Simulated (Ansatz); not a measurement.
# Ni5O4: the cost of one run

Program: Ansatz 0.2.0. Level of theory: DFT PBEsol, scalar-relativistic, plane waves, PAW. These are calculated values, not measurements.

2 further runs of the same task are left out: 2 set aside as unsound or not needed.

### Step 1. Starting point

The structure is trigonal, space group P-3m1 (No. 164). Conventional cell: a = 2.911 Å, b = 2.911 Å, c = 24.506 Å, α = 90.00°, β = 90.00°, γ = 120.00°. Ni (site symmetry 3m) has 3 O at 2.06 Å as nearest neighbours. O (site symmetry 3m) has 6 Ni at 2.06 Å as nearest neighbours. Ni (site symmetry 3m) is surrounded by 6 O at 2.06 Å. Ni (site symmetry -3m) has 6 O at 2.06 Å as nearest neighbours.

Structure file:

```
Ni O
1.0
     2.91053    0.00000    0.00000
    -1.45527    2.52059    0.00000
     0.00000    0.00000   24.50576
Ni O
5 4
Cartesian
  1.4553 0.8402 7.5000
  0.0000 1.6804 9.8764
  0.0000 0.0000 12.2529
  1.4553 0.8402 14.6293
  0.0000 1.6804 17.0058
  0.0000 0.0000 8.6882
  1.4553 0.8402 11.0647
  0.0000 1.6804 13.4411
  0.0000 0.0000 15.8175
```

### Step 2. Ramp position: 0.734

Input file input.yaml:

```yaml
crystal:
  lattice:
    - [2.9105323198, 0.0, 0.0]
    - [-1.4552661599, 2.5205949274, 0.0]
    - [0.0, 0.0, 24.5057587511]
  atoms:
    - { symbol: Ni, position: [0.6666666667, 0.3333333333, 0.3060505115], spin: 1.14 }
    - { symbol: O, position: [0.0, 0.0, 0.3545378836], spin: 0.2 }
    - { symbol: Ni, position: [0.3333333333, 0.6666666667, 0.4030252557], spin: 1.14 }
    - { symbol: O, position: [0.6666666667, 0.3333333333, 0.4515126279], spin: 0.2 }
    - { symbol: Ni, position: [0.0, 0.0, 0.5], spin: 1.14 }
    - { symbol: O, position: [0.3333333333, 0.6666666667, 0.5484873721], spin: 0.2 }
    - { symbol: Ni, position: [0.6666666667, 0.3333333333, 0.5969747443], spin: 1.14 }
    - { symbol: O, position: [0.0, 0.0, 0.6454621164], spin: 0.2 }
    - { symbol: Ni, position: [0.3333333333, 0.6666666667, 0.6939494885], spin: 1.14 }
basis:
  ecutwfc: 420
kpoints:
  mp_grid: { grid: [12, 12, 1] }
hamiltonian:
  xc: pbesol
scf:
  occupations: { method: gaussian, width: 0.1 }
  max_iter: 57
output:
  forces: true
  stress: true
  eigenvalues: true
  populations: true
magnetization:
  spin_polarized: true
efield:
  axis: 3
  dipole_correction: true
  ramp_width: 0.04
  ramp_position: 0.734
```

The run is started by

```sh
$ ansatz run input.yaml --threads 1 --pin off --max-ram 2560MiB --backend cpu --events-out ev --progress --plain --runs-dir out
```

**Question.** How long does this run take on 1 thread of Intel Xeon Platinum 8488C (Sapphire Rapids), shared host, and how much memory does it need?

About 2.3 min, with a peak of 0.72 GiB.
